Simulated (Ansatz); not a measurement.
# VH2: the cost of one run

Computed with Ansatz 0.2.0 (DFT PBEsol, scalar-relativistic, plane waves, PAW, unless a step's input says otherwise).

2 further runs of the same task are left out: 1 that didn't finish, 1 set aside as unsound or not needed.

## (1) The system as given

The structure is tetragonal, space group I4/mmm (No. 139). Conventional cell: a = 3.193 Å, b = 3.193 Å, c = 4.267 Å, α = 90.00°, β = 90.00°, γ = 90.00°. Around Ti (site symmetry 4/mmm) lie 8 H at 1.92 Å. Around H (site symmetry -4m2) lie 4 Ti at 1.92 Å.

Structure file:

```cif
data_structure
_symmetry_space_group_name_H-M 'P 1'
_symmetry_Int_Tables_number 1
_cell_length_a 3.1064
_cell_length_b 3.1064
_cell_length_c 3.1064
_cell_angle_alpha 118.146
_cell_angle_beta 118.146
_cell_angle_gamma 93.243
_cell_volume 21.75
loop_
_atom_site_label
_atom_site_type_symbol
_atom_site_fract_x
_atom_site_fract_y
_atom_site_fract_z
_atom_site_occupancy
Ti1 Ti 0.00000 0.00000 0.00000 1
H1 H 0.75000 0.25000 0.50000 1
H2 H 0.25000 0.75000 0.50000 1
```

The structure comes from the Crystallography Open Database.

## (2) One element swapped: Ti → V, first probe

The change: V takes all sites of Ti, and lengths are scaled by 0.981 as a first guess of the size; strain xx, yy, zz, yz, xz, xy = +0.0, +0.0, +0.0, +0.0, +0.0, +0.0 %.

input.yaml

```yaml
crystal:
  lattice:
    - [-1.5655911128, 1.5655911128, 2.0921945751]
    - [1.5655911128, -1.5655911128, 2.0921945751]
    - [1.5655911128, 1.5655911128, -2.0921945751]
  atoms:
    - { symbol: V, position: [0.0, 0.0, 0.0], spin: 2.0 }
    - { symbol: H, position: [0.75, 0.25, 0.5] }
    - { symbol: H, position: [0.25, 0.75, 0.5] }
basis:
  ecutwfc: 420
kpoints:
  mp_grid: { grid: [8, 8, 8] }
hamiltonian:
  xc: pbesol
scf:
  occupations: { method: gaussian, width: 0.1 }
  lower_state_search: "off"
output:
  forces: true
  stress: true
  eigenvalues: true
  populations: true
magnetization:
  spin_polarized: true
```

Command:

```console
> ansatz run input.yaml --threads 1 --pin off --max-ram 1331MiB --backend cpu --events-out ev --progress --plain --runs-dir out
```

Q: Estimate wall time and peak memory on 1 thread of an x86-64 CPU, shared host.

About 11 s, with a peak of 0.32 GiB.
